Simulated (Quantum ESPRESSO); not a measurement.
## Te under changes of volume

One of the cells (33.925 Å³/atom); the others are scaled copies at fixed shape and fractional positions:

```
CELL_PARAMETERS angstrom
4.45400 0.00000 0.00000
-2.22700 3.85728 0.00000
0.00000 0.00000 5.92400
ATOMIC_POSITIONS crystal
Te 0.73100 0.73100 0.00000
Te 0.00000 0.26900 0.66667
Te 0.26900 0.00000 0.33333
```

```yaml
Program: Quantum ESPRESSO 7.5
Functional: PBEsol
Potentials_or_basis: GBRV 1.5 PBEsol
Cutoff: 612 eV
Density_cutoff: 4898 eV
k_mesh: 7 × 7 × 5
Occupations: fermi-dirac, width 0.05 eV
Spin: no spin polarisation
```

| volume (Å³/atom) | energy over the lowest point (meV/atom) | pressure (GPa) | gap on the mesh (eV) | largest force (eV/Å) |
| --- | --- | --- | --- | --- |
| 31.890 | 10.25 | 2.5 | 0.56 | 0.569 |
| 32.568 | 2.57 | 1.2 | 0.57 | 0.435 |
| 33.247 | 0.00 | 0.0 | 0.57 | 0.312 |
| 33.925 | ? | ? | ? | ? |
| 34.604 | 8.00 | -1.9 | 0.58 | 0.089 |
| 35.282 | 17.64 | -2.7 | 0.59 | 0.010 |
| 35.961 | 30.47 | -3.4 | 0.59 | 0.103 |

Task: What does the run at 33.925 Å³/atom give?

Result: Energy over the lowest point 1.98 meV/atom; pressure -1.0 GPa; gap on the mesh 0.58 eV; largest force 0.196 eV/Å.

Worked out: A Birch-Murnaghan fit of order 3 (a polynomial in V^(-2/3)) to the other rows has its minimum at 33.28 Å³/atom with B0 = V·E''(V) = 52 GPa and B' = 4.7 at fixed shape and positions, which overstates the stiffness. It gives 1.98 meV/atom at 33.925 Å³/atom, against the run's 1.98, and -dE/dV = -1.0 GPa, against -1.0. A straight line through the other rows of the gap, of slope 0.25 eV per unit of ln V, gives 0.58 eV, against the run's 0.58.

Energies are extrapolated to zero smearing.

Caveats: spin-orbit coupling is left out, which moves the levels of the heavy elements; an odd mesh through Γ misses points on the zone boundary, where band edges often lie.
